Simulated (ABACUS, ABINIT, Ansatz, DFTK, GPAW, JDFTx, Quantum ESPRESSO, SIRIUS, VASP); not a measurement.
# One calculation of SnTe, 10 ways

```
Te Sn
1.0
     0.00000    3.15085    3.15085
     3.15085    0.00000    3.15085
     3.15085    3.15085    0.00000
Te Sn
1 1
Direct
  0.50000 0.50000 0.50000
  0.00000 0.00000 0.00000
```

Alike in all runs: task single point; functional PBE; k mesh 7 × 7 × 7; occupations fermi-dirac, width 0.05 eV; no spin polarisation; no spin-orbit coupling. Pressure is positive in compression and, in plane waves, holds the error of the finite cutoff, which Ansatz's Pulay term estimates and takes out.

| program and potentials | plane-wave cutoff (eV) | notes | pressure (GPa) |
| --- | --- | --- | --- |
| Ansatz, Ansatz PAW (earlier soft set) | 420 | 15 valence electrons an atom on average | 2.23 |
| Ansatz, all-electron LAPW, scalar-relativistic | - | - | 2.23 |
| GPAW, GPAW PAW data sets (gpaw-data 1.2.1) | 600 | 10 valence electrons an atom on average | 1.95 |
| JDFTx, PseudoDojo-SR-PBE-0.4.1-standard (Te) + PseudoDojo-SR-PBE-0.5-standard (Sn) with smoothed tails | 1088 | 15 valence electrons an atom on average | 2.27 |
| SIRIUS, PseudoDojo 0.4.1 PBE standard (scalar relativistic) | 1102 | 15 valence electrons an atom on average | 2.26 |
| Quantum ESPRESSO, SSSP 1.3 efficiency PBE | 816 | 10 valence electrons an atom on average | 2.11 |
| VASP, PBE PAW files Sn_d, Te, 520 eV | 520 | 10 valence electrons an atom on average | 2.16 |
| ABACUS, PseudoDojo NC SR 0.4.1 PBE standard, plane waves | 1129 | 15 valence electrons an atom on average | 2.26 |
| DFTK, PseudoDojo SR PBE 0.4.1 standard (PBE) | 1088 | 15 valence electrons an atom on average | 2.27 |
| ABINIT, JTH PAW PBE v2.0 | 599 | 10 valence electrons an atom on average | 2.14 |

The pressure spans 1.95 (GPAW, GPAW PAW data sets (gpaw-data 1.2.1)) to 2.27 GPa (JDFTx, PseudoDojo-SR-PBE-0.4.1-standard (Te) + PseudoDojo-SR-PBE-0.5-standard (Sn) with smoothed tails), with all-electron results at 2.23.

Differences between rows come from potentials, basis sets and numerical settings, since the functional is the same but for its coding. Runs on potential files found faulty are left out.

Every run finds the rocksalt cell under compression, so PBE would favour a larger lattice. This fits the functional's familiar underbinding of heavy p-block compounds, where its gradient correction weakens bonding between large, polarisable ions.

The rows separate by valence count. All sets with 15 electrons an atom lie at or above the all-electron 2.23 GPa, and all with 10 lie below it. The smaller count probably means that the Te 4d shell is frozen while Sn 4d is kept, since the Te level is the deeper of the two. A frozen shell cannot respond to the crystal field, though differences in how the potentials were built could act the same way. Valence count cannot be the whole cause, as the 10-electron sets themselves range from 1.95 to 2.16 GPa. The close agreement among the PseudoDojo rows mainly shows that the codes treat closely related potentials alike.

With both atoms on inversion centres, the pressure says nothing about SnTe's tendency towards a polar, off-centre distortion.
